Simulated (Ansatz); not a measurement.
# CdS (Greenockite) (P6_3mc) in Ansatz: a series of runs, part 2 of 2

Ansatz 0.2.0. Earlier steps stand in the parts before.

**3. Band structure, r2SCAN0**

File input.yaml:

```yaml
crystal:
  lattice:
    - [4.15, 0.0, 0.0]
    - [-2.075, 3.5940054257, 0.0]
    - [0.0, 0.0, 6.737]
  atoms:
    - { symbol: Cd, position: [0.6666666667, 0.3333333333, 0.5] }
    - { symbol: Cd, position: [0.3333333333, 0.6666666667, 0.0] }
    - { symbol: S, position: [0.6666666667, 0.3333333333, 0.875] }
    - { symbol: S, position: [0.3333333333, 0.6666666667, 0.375] }
hamiltonian:
  xc: r2scan0
  pseudopotentials: { kind: paw }
kpoints:
  mp_grid: { grid: [4, 4, 2] }
  band_path:
    path:
      - [[0.0, 0.0, 0.0], [0.5, 0.0, 0.0], [0.3333333333, 0.3333333333, 0.0], [0.0, 0.0, 0.0], [0.0, 0.0, 0.5], [0.5, 0.0, 0.5], [0.3333333333, 0.3333333333, 0.5], [0.0, 0.0, 0.5]]
      - [[0.5, 0.0, 0.5], [0.5, 0.0, 0.0]]
      - [[0.3333333333, 0.3333333333, 0.0], [0.3333333333, 0.3333333333, 0.5]]
    npoints: 4
scf:
  occupations: { method: fermi_dirac, width: 0.05 }
  n_extra_bands: 10
output:
  forces: true
  stress: true
  eigenvalues: true
  fatbands: false
```

Potentials or basis: Ansatz PAW.

Started as:

```bash
$ ansatz run input.yaml --threads 2 --pin off --max-ram 5632MiB --backend cpu --events-out ev --progress --plain --runs-dir out
```

The log of the run:

```text
Warning: output.stress: scf.convergence.dr2_threshold = 1e-7 eV (the SCF's general default) is looser than the 4e-10 eV advised for a printed stress (1e-10 eV for each atom of the cell: 4). What an SCF threshold leaves in a stress goes as its square root, and in the free energy as the threshold itself, and one threshold admits the most on a small cell: of the crystals measured, under no hybrid functional and no lock of the moments, on runs that ended without the residual-converged pass, on stresses that held no estimate of that error, the worst erred by over 100 MPa in a component at 1e-7 eV an atom and by under 5 at 1e-10. Set scf.convergence.dr2_threshold to 4e-10 eV or tighter. The threshold is an SCF's pass mark: one that does not reach it within its budget of iterations ends unconverged, or closes short of it on a stop that the run arms, and scf.convergence.dr2_threshold's page says what that costs each kind of run
Warning: output.stress: scf.exx.energy_threshold = 1e-6 eV is looser than the 4e-8 eV advised for a stress under a hybrid functional (1e-8 eV for each atom of the cell: 4). Every SCF of the exchange loop can meet its threshold on dr2 while the loop round them stops early: no threshold on dr2 bounds what that leaves in the stress. Set scf.exx.energy_threshold to 4e-8 eV or tighter. The threshold is the loop's pass mark: a loop that does not reach it within its budget of cycles ends unconverged, and scf.exx.energy_threshold's page has the law
Warning: RAYON_NUM_THREADS=2 ignored (pool sized by the plan → 2); use --threads N
scf.n_extra_bands = 10 over 26 filled bands (N_el = 52.0): the run solves 36 bands
Engine: ansatz 0.2.0, x86_64-unknown-linux-gnu
Pseudopotentials: kind: paw
Pseudopotential: Cd, paw, valence charge 20, recommended cutoff 500 eV (meta_gga), Cd.paw.azcp
Pseudopotential: S, paw, valence charge 6, recommended cutoff 500 eV (meta_gga), S.paw.azcp
Functional definition: r2SCAN0
  parameter a = 0.25
  parameter k0 = 0.174
  parameter k1 = 0.065
  parameter a1 = 4.9479
  exchange = (1 - a)*r2scan_x(k0 = k0, k1 = k1, a1 = a1) + a*exact_x
  correlation = r2scan_c
Crystal: 4 atoms, lattice volume = 100.483 Å³
Basis set: ecut = 500 eV, 2539 PW (Γ), exchange–correlation on 128×128×200 points (64 copies of the dense FFT grid, shifted against one another)
Bands: 36, of which v1, the nominal top of the filled ones, is band 26 counted from 1 (25 counted from 0)
Symmetry: 12 space group operations
Space group: P63mc (ITA 186), of the structure as read, at distance tolerance 4.6e-5 Å
k-points: 8 of 32
Non-local potential: Cd, projectors of the file, l = 0: 3, l = 1: 2, l = 2: 2, l = 3: 1
Non-local potential: S, projectors of the file, l = 0: 2, l = 1: 2, l = 2: 2
PAW form: soft (Blöchl's): semilocal exchange-correlation on the pseudo side does not see the compensation charge
PAW frozen core: Cd, regenerated for the run's functional, and the local potential with it (the file was generated under x = pbe(κ = 0.804, μ = 0.2195149727645171), c = pbe(β = 0.06672455060314922))
PAW frozen core: S, regenerated for the run's functional, and the local potential with it (the file was generated under x = pbe(κ = 0.804, μ = 0.2195149727645171), c = pbe(β = 0.06672455060314922))
PAW one-centre angular grid: Cd, 590 points (default); XC on 160 Gauss nodes
PAW one-centre angular grid: S, 302 points (default); XC on 160 Gauss nodes
Initial density: superposition of atomic densities (neutral atoms: chi_scale 0, normalization atom), corrected by the library's trained network
Initial wavefunctions: pseudopotential atomic-orbital guess
Functional: x = r2scan, c = r2scan; τ floored in thin density (d = 2e-4 eV/Å³), warm-up for x = 0.75 r2scan + 0.25 exact, c = r2scan; τ floored in thin density (d = 2e-4 eV/Å³)
SCF iter   1: F=—  HF=-18351.172209 eV  |F-HF|=—  |Δ(HF+E_count)|=         —  Δρ=5.90e-3  dr2=1.69e-2  dr2_τ=3.37e-2  ethr=1.77e-3  ⟨swp⟩=11.8  Hψ=1472  notcnv=0
preconditioner: auto → none  [insulator: Δε(μ)=1.628 eV  Ē_g=13.858 eV  σ=0.050 eV  W_gap=1.00  n_scr=22 (ndim 8)  ℏωp=22.2 eV  f_vac=0.131  D(μ)=0.00/eV (n_scr^D=0)]
SCF iter   2: F=—  HF=-18351.195041 eV  |F-HF|=—  |Δ(HF+E_count)|=   2.28e-2  Δρ=3.16e-3  dr2=4.19e-3  dr2_τ=8.17e-4  ethr=3.26e-5  ⟨swp⟩=3.6  Hψ=672  notcnv=0  defer=1
SCF iter   3: F=—  HF=-18351.196959 eV  |F-HF|=—  |Δ(HF+E_count)|=   1.92e-3  Δρ=1.16e-3  dr2=1.02e-3  dr2_τ=6.95e-5  ethr=8.05e-6  ⟨swp⟩=3.0  Hψ=607  notcnv=0
iter 4 solved again at ethr=7.92e-9 eV; its pass at ethr=1.96e-6 eV (dr2=4.12e-6 eV) is discarded
SCF iter   4: F=-18351.196900 eV  HF=-18351.196898 eV  |F-HF|=1.49e-6  |Δ(HF+E_count)|=   6.06e-5  Δρ=8.26e-5  dr2=4.16e-6  dr2_τ=2.50e-7  ethr=7.92e-9  ⟨swp⟩=3.8  Hψ=1230  notcnv=0
SCF 1 stopped early in 4 iterations: F = -18351.196900 eV  dr2 = 4.16e-6
Initial density: handed on by an earlier stage of this run
[... 18 lines left out ...]
SCF iter   4: F=—  HF=-18350.382019 eV  |F-HF|=—  |Δ(HF+E_count)|=   1.86e-7  Δρ=3.80e-6  dr2=2.15e-8  dr2_τ=8.84e-10  ethr=3.81e-11  ⟨swp⟩=3.8  Hψ=807  notcnv=0  defer=1
SCF iter   5: F=—  HF=-18350.382019 eV  |F-HF|=—  |Δ(HF+E_count)|=   4.54e-9  Δρ=1.47e-6  dr2=2.78e-9  dr2_τ=9.08e-11  ethr=3.42e-11  ⟨swp⟩=3.0  Hψ=533  notcnv=0
SCF iter   6: F=-18350.382019 eV  HF=-18350.382019 eV  |F-HF|=1.38e-10  |Δ(HF+E_count)|=   3.01e-9  Δρ=5.52e-7  dr2=3.45e-10  dr2_τ=6.71e-12  ethr=4.07e-12  ⟨swp⟩=4.1  Hψ=706  notcnv=0
SCF 3 converged in 6 iterations: F = -18350.382019 eV  dr2 = 3.45e-10
  Residual-converged pass: ⟨swp⟩=3.0  Hψ=530  notcnv=0  max |occ|·‖R‖ = 6.0e-7 eV (tolerance 6.3e-7 eV)  dr2=3.44e-10  dr2_τ=6.50e-12  dr2_onsite=1.54e-11  max |Δocc| = 2.3e-23
hybrid outer 2: dexx = +3.962e-7 eV, tail = 1.96e-8 eV, Δε = 2.08e-3 eV (about 6.99e-5 eV left of the loop's levels), ΔF = 5.46e-4 eV/Å (tail 2.59e-4)
NSCF: frozen V_eff on 39 k-points
hybrid SCF converged: 2 outer / 12 inner (+4 warm-up), last move |dexx| = 3.96e-7 eV, tail = 1.96e-8 eV
Stability not checked: this state was not tested for a lower state beside it, because the functional holds exact exchange (a hybrid, or Hartree-Fock), whose exchange loop this test does not read (fock_operator; see scf.lower_state_search)
Free energy (F): -18350.382020 eV
Frozen-core exchange: fock
Harris-Foulkes:  -18350.382020 eV  (|F-HF|=1.38e-10)
Internal energy: -18350.382020 eV  (E = F + TS)
E sigma→0 (E₀):  -18350.382020 eV
Fermi energy:    7.159695 eV
--- Per-component energies (eV) ---
  E_band       = -1207.209322
  E_kinetic    = 1226.660172
  E_local      = -8081.516767  (includes V_loc(G=0)·N_el)
  E_nonlocal   = 125.846165
  E_hartree    = 3715.849831
  E_xc         = -402.628504
  E_vxc        = -518.813705  (∫ρ·V_xc dr)
  E_exx        = -221.149438  (= α·E_x^exact, valence–valence)
  E_paw        = -9328.780058  (= ΣΔE_a)
  E_vpaw       = -978.207858  (= ΣTr[D̂ρ^β])
  E_aug_tail   = 0.000013  (compensation charges beyond the density's cutoff)
  E_vtau       = 29.420614  (kinetic-family band-sum trace: ∫τ·v_τ [+ j·A + Jᵃ·Aᵃ] dr)
  E_ewald      = -5382.392226
  E_core_change = -2.271209  (= ΣΔE_core)
  E_smearing   = -0.000000  (= −TS)
  E_closure    = -0.000000  (closes the sum)
  Σ components = -18350.382020   (vs F -18350.382020, Δ=-3.64e-12)
--- Forces (eV/Å), atoms counted from 1 ---
  atom   1  Cd    -0.00000000    -0.00000000    -0.06445793
  atom   2  Cd     0.00000000     0.00000000    -0.06445793
  atom   3  S      0.00000000    -0.00000000     0.06446180
  atom   4  S      0.00000000     0.00000000     0.06446180
  max |Σ_I F_I| component: 7.74e-6 eV/Å
--- Stress (GPa, compression-positive) ---
        0.026471       0.000000      -0.000000
        0.000000       0.026471      -0.000000
       -0.000000      -0.000000       0.394143
  P = ⅓ Tr σ = 0.1490 GPa (1.490 kbar)
--- Band table (eV; the first three rows and the last of 8) ---
  k-point 0: bands = ["-102.7592", "-102.7591", "-61.8526", "-61.8526", "-61.8526", "-61.8526", "-61.8524", "-61.8522", "-8.2780", "-7.8268", "-3.5472", "-3.5256", "-3.5256", "-3.4358", "-3.4358", "-3.1101", "-3.1101", "-3.0259", "-3.0259", "-2.6363", "0.8447", "4.7207", "4.7207", "5.5099", "5.5511", "5.5511", "8.7236", "10.4255", "14.2378", "14.2378", "14.5957", "15.4315", "15.4420", "15.4420", "17.6176", "17.6176"]
  k-point 1: bands = ["-102.7591", "-102.7591", "-61.8526", "-61.8526", "-61.8526", "-61.8526", "-61.8523", "-61.8523", "-8.0451", "-8.0451", "-3.4871", "-3.4871", "-3.4871", "-3.4871", "-3.2808", "-3.2808", "-3.0626", "-3.0626", "-3.0626", "-3.0626", "2.9408", "2.9408", "5.1215", "5.1215", "5.1215", "5.1215", "10.4575", "10.4575", "13.8655", "13.8655", "14.5827", "14.5827", "14.5827", "14.5827", "18.8866", "18.8866"]
  k-point 2: bands = ["-102.7592", "-102.7592", "-61.8527", "-61.8526", "-61.8526", "-61.8526", "-61.8523", "-61.8522", "-8.0756", "-7.7497", "-3.4811", "-3.4584", "-3.3617", "-3.3319", "-3.3017", "-3.1458", "-3.0976", "-3.0743", "-3.0101", "-2.5010", "1.2631", "2.9375", "3.5468", "4.0784", "5.0231", "5.1540", "10.5582", "11.6773", "13.1156", "14.0686", "14.8347", "15.1198", "15.8429", "16.2362", "16.6983", "17.6480"]
  k-point 7: bands = ["-102.7591", "-102.7591", "-61.8528", "-61.8528", "-61.8525", "-61.8525", "-61.8523", "-61.8523", "-7.7629", "-7.7629", "-3.3703", "-3.3703", "-3.3306", "-3.3306", "-3.1480", "-3.1480", "-3.0583", "-3.0583", "-2.6089", "-2.6089", "1.4505", "1.4505", "3.3719", "3.3719", "4.2850", "4.2850", "11.9223", "11.9223", "13.5336", "13.5336", "14.3781", "14.3781", "16.0250", "16.0250", "18.5950", "18.5950"]
```

Wall time 8 min (2 threads of Intel Xeon at 2.50GHz (Skylake/Cascade Lake), shared host); peak memory 1.3 GiB.

Results:

```
Free energy             : -18350.3820 eV
Pressure                : 0.1 GPa
Largest force           : 0.064 eV/Å
Band gap on the k mesh  : 3.17 eV, direct
Band gap along the path : 3.17 eV, direct
```

Forces on the atoms (eV/Å):
```
Cd   0.000  0.000 -0.064
Cd   0.000  0.000 -0.064
S    0.000  0.000  0.064
S    0.000  0.000  0.064
```

Levels at the corners of the path, in eV from the valence-band top:
```tsv
point	band 23	band 24	band 25	band 26	band 27	band 28	band 29	band 30
Γ	-0.83	-0.04	0.00	0.00	3.17	4.87	8.69	8.69
M	-2.86	-2.02	-1.39	-0.80	5.84	5.86	6.97	8.69
K	-3.35	-2.00	-2.00	-1.77	6.41	7.45	7.45	9.09
Γ	-0.83	-0.04	0.00	0.00	3.17	4.87	8.69	8.69
A	-0.43	-0.43	-0.43	-0.43	4.91	4.91	8.31	8.31
L	-1.44	-1.44	-1.42	-1.42	5.45	5.45	7.49	7.49
H	-2.63	-2.63	-1.20	-1.20	6.56	6.56	7.99	7.99
A	-0.43	-0.43	-0.43	-0.43	4.91	4.91	8.31	8.31
L	-1.44	-1.44	-1.42	-1.42	5.45	5.45	7.49	7.49
M	-2.86	-2.02	-1.39	-0.80	5.84	5.86	6.97	8.69
K	-3.35	-2.00	-2.00	-1.77	6.41	7.45	7.45	9.09
H	-2.63	-2.63	-1.20	-1.20	6.56	6.56	7.99	7.99
```

Caveat: the k mesh is coarse (spacing up to 0.47 Å⁻¹), so the values aren't converged, least of all with exact exchange; the PAW data sets come from PBE, with cores solved anew for the run's functional, which leaves a small shift of forces and pressure; the thresholds are loose for stress.

**4. Band structure, r2SCAN50**

input.yaml: that of step 3 with these lines changed.

```diff
@@ -11,3 +11,3 @@
 hamiltonian:
-  xc: r2scan0
+  xc: r2scan50
   pseudopotentials: { kind: paw }
@@ -29 +29,5 @@
   fatbands: false
+  write_density: true
+  write_potential: true
+  elf: true
+  volumetric_format: npy
```

Started as:

```bash
$ ansatz run input.yaml --threads 2 --pin off --max-ram 5632MiB --backend cpu --events-out ev --progress --plain --runs-dir out
```

It took 8.5 min on 2 threads of Intel Xeon at 2.50GHz (Skylake/Cascade Lake), shared host; peak memory 1.3 GiB.

The run converged. Its results:

| Item | Value |
| --- | --- |
| Free energy | -18349.7055 eV |
| Pressure | -0.4 GPa |
| Largest force | 0.069 eV/Å |
| Band gap on the k mesh | 4.75 eV, direct |
| Band gap along the path | 4.75 eV, direct |

Forces in eV/Å, atoms in the order of the input:
```
Cd   0.000  0.000 -0.069
Cd   0.000  0.000 -0.069
S    0.000  0.000  0.069
S    0.000  0.000  0.069
```

Stress tensor (GPa, compression positive):
```
-0.48  0.00  0.00
 0.00 -0.48  0.00
 0.00  0.00 -0.14
```

Levels at the corners of the path, in eV from the valence-band top:
```csv
point,band 23,band 24,band 25,band 26,band 27,band 28,band 29,band 30
Γ,-0.89,-0.04,0.00,0.00,4.75,6.54,10.42,10.42
M,-3.04,-2.15,-1.48,-0.85,7.48,7.55,8.55,10.55
K,-3.57,-2.13,-2.13,-1.90,7.94,9.33,9.33,10.74
Γ,-0.89,-0.04,0.00,0.00,4.75,6.54,10.42,10.42
A,-0.46,-0.46,-0.46,-0.46,6.56,6.56,10.03,10.03
L,-1.54,-1.54,-1.51,-1.51,7.05,7.05,9.20,9.20
H,-2.80,-2.80,-1.26,-1.26,8.27,8.27,9.60,9.60
A,-0.46,-0.46,-0.46,-0.46,6.56,6.56,10.03,10.03
L,-1.54,-1.54,-1.51,-1.51,7.05,7.05,9.20,9.20
M,-3.04,-2.15,-1.48,-0.85,7.48,7.55,8.55,10.55
K,-3.57,-2.13,-2.13,-1.90,7.94,9.33,9.33,10.74
H,-2.80,-2.80,-1.26,-1.26,8.27,8.27,9.60,9.60
```

Caveat: the k mesh is coarse (spacing up to 0.47 Å⁻¹), so the values aren't converged, least of all with exact exchange; the PAW data sets come from PBE, with cores solved anew for the run's functional, which leaves a small shift of forces and pressure; the thresholds are loose for stress.

**5. Band structure, HF**

input.yaml: that of step 4 with these lines changed.

```diff
@@ -11,3 +11,3 @@
 hamiltonian:
-  xc: r2scan50
+  xc: hf
   pseudopotentials: { kind: paw }
@@ -29,5 +29 @@
   fatbands: false
-  write_density: true
-  write_potential: true
-  elf: true
-  volumetric_format: npy
```

Started as:

```bash
$ ansatz run input.yaml --threads 2 --pin off --max-ram 5632MiB --backend cpu --events-out ev --progress --plain --runs-dir out
```

Wall time 7.1 min (2 threads of Intel Xeon at 2.50GHz (Skylake/Cascade Lake), shared host); peak memory 0.96 GiB.

The run converged. Its results:

- Free energy: -18174.1766 eV
- Pressure: 6.2 GPa
- Largest force: 0.084 eV/Å
- Band gap on the k mesh: 8.61 eV, direct
- Band gap along the path: 8.61 eV, direct

Forces in eV/Å, atoms in the order of the input:
```
Cd   0.000  0.000 -0.084
Cd   0.000  0.000 -0.084
S    0.000  0.000  0.084
S    0.000  0.000  0.084
```

Stress tensor (GPa, compression positive):
```
6.05 0.00 0.00
0.00 6.05 0.00
0.00 0.00 6.59
```

Levels at the corners of the path, in eV from the valence-band top:
```tsv
point	band 24	band 25	band 26	band 27	band 28	band 29
Γ	-0.04	0.00	0.00	8.61	10.48	14.38
M	-2.35	-1.57	-0.92	11.24	11.53	12.16
K	-2.31	-2.31	-2.08	11.48	13.59	13.59
Γ	-0.04	0.00	0.00	8.61	10.48	14.38
A	-0.50	-0.50	-0.50	10.45	10.45	13.99
L	-1.67	-1.63	-1.63	10.80	10.80	13.14
H	-3.05	-1.37	-1.37	12.23	12.23	13.27
A	-0.50	-0.50	-0.50	10.45	10.45	13.99
L	-1.67	-1.63	-1.63	10.80	10.80	13.14
M	-2.35	-1.57	-0.92	11.24	11.53	12.16
K	-2.31	-2.31	-2.08	11.48	13.59	13.59
H	-3.05	-1.37	-1.37	12.23	12.23	13.27
```

Caveat: the k mesh is coarse (spacing up to 0.47 Å⁻¹), so the values aren't converged, least of all with exact exchange; the pressure holds a Pulay correction of +0.7 GPa for the finite cutoff; the PAW data sets come from PBE, with cores solved anew for the run's functional, which leaves a small shift of forces and pressure; the thresholds are loose for stress.

**6. The runs side by side**

```tsv
level	cutoff (eV)	gap on the mesh (eV)	pressure (GPa)	largest force (eV/Å)
PBEsol0	420	2.76	-1.4	0.06
r2SCAN0	500	3.17	0.1	0.06
r2SCAN50	500	4.75	-0.4	0.07
HF	420	8.61	6.2	0.08
```

Alike in all rows: task band structure; potentials or basis Ansatz PAW; no spin polarisation; cell as given; k mesh 4 × 4 × 2; smearing fermi-dirac 0.05 eV; the mesh is coarse, so values aren't converged.

Caveats: all runs use coarse meshes; the PAW data sets come from PBE, with cores solved anew for the run's functional, which leaves a small shift of forces and pressure; the thresholds are loose for stress.

Total energies depend on the potentials used, so only differences within one code and one set of settings carry meaning.
